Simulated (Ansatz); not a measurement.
**Hg in Ansatz: convergence with smearing width**

Crystal: Hg.

```
Hg
1.0
    -1.91296    1.85608    1.92149
     1.87501   -1.89581    1.92322
     1.89161    1.87446   -1.96038
Hg
1
Direct
  0.49875 0.49348 0.99515
```

The cell isn't the ideal one: cell strained at random at fixed volume.

```yaml
Program: Ansatz 0.2.0
Task: convergence study
Functional: PBE
Potentials_or_basis: Ansatz PAW
Cutoff: "420 eV (not typed: the program's choice for these potentials)"
k_mesh: 7 × 7 × 7
Occupations: gaussian, width 0.3 eV
Spin: no spin polarisation
```

These are the settings of the first run; the series varies smearing width, with any setting tied to it.

Hardware: 2 threads of Arm Neoverse V1, with other jobs on the host.

| smearing width | energy less the tightest run, at zero smearing (meV/atom) | pressure (GPa) | SCF cycles | CPU time (s) | peak memory (GiB) |
| --- | --- | --- | --- | --- | --- |
| 0.3 eV | -2.54 | 0.73 | 6 | 3.1 | 0.32 |
| 0.2 eV | -1.29 | 0.68 | 6 | 3.1 | 0.32 |
| 0.15 eV | -0.75 | 0.66 | 6 | 3.1 | 0.32 |
| 0.1 eV | -0.37 | 0.65 | 6 | 3.1 | 0.32 |
| 0.05 eV | -0.14 | 0.65 | 6 | 3.1 | 0.32 |
| 0.025 eV | -0.07 | 0.64 | 6 | 3.1 | 0.32 |
| 0.01 eV | -0.02 | 0.64 | 6 | 3.1 | 0.32 |
| 0.005 eV | 0.00 | 0.64 | 6 | 3.1 | 0.32 |

Against the tightest run, the energy stays within 1 meV/atom from 0.15 eV on; the pressure stays within 0.1 GPa from 0.3 eV on. Narrower smearing needs a denser k mesh, so at a fixed mesh the narrowest width isn't the most accurate. The tightest run that finished is the yardstick and may itself not be fully converged.

Spin-orbit coupling is left out, which matters for the levels of Hg.
